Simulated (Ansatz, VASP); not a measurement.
# Two plane-wave programs on Mn

```
CELL_PARAMETERS angstrom
2.45500 0.00000 0.00000
-1.22750 2.12609 0.00000
0.00000 0.00000 3.98925
ATOMIC_POSITIONS crystal
Mn 0.66667 0.33333 0.75000
Mn 0.33333 0.66667 0.25000
```

This isn't the form of Mn at room conditions, which is a 58-atom cubic cell.

Alike in both runs: functional r2SCAN; k mesh 21 × 21 × 10; occupations gaussian, width 0.1 eV; no spin polarisation.

Ansatz relaxed the structure, and its values are those at the end. VASP's run is a single point on that final structure, the one shown.

|  | VASP | Ansatz |
| --- | --- | --- |
| version | VASP 6.6.1 | Ansatz 0.2.0 |
| potentials or method | VASP PAW PBE potentials, release 64 (Mn_pv) | scalar-relativistic, plane waves, PAW |
| plane-wave cutoff (eV) | 520 | 500 |
| valence electrons in the cell | 26 | 30 |

Ansatz gave:

```
gap on the k mesh at the Fermi level (eV) : none
pressure (GPa)                            : 0.0
```

Problem. Estimate VASP's values.

Solution. gap on the k mesh at the Fermi level (eV): none; pressure (GPa): 0.3.

A gap of «none» marks a metal or a gap that the smearing closes. With one functional, cell and mesh, what is left measures potentials, basis and numerics. The two sets of potentials don't hold the same shells in valence.

Caveats: the PAW data sets were made with another functional, which shifts forces and pressure a little (VASP); the run has no spin polarisation, though such a crystal can be magnetic. Spin polarisation is off, so any magnetic state and its effect on volume and gap are missing.
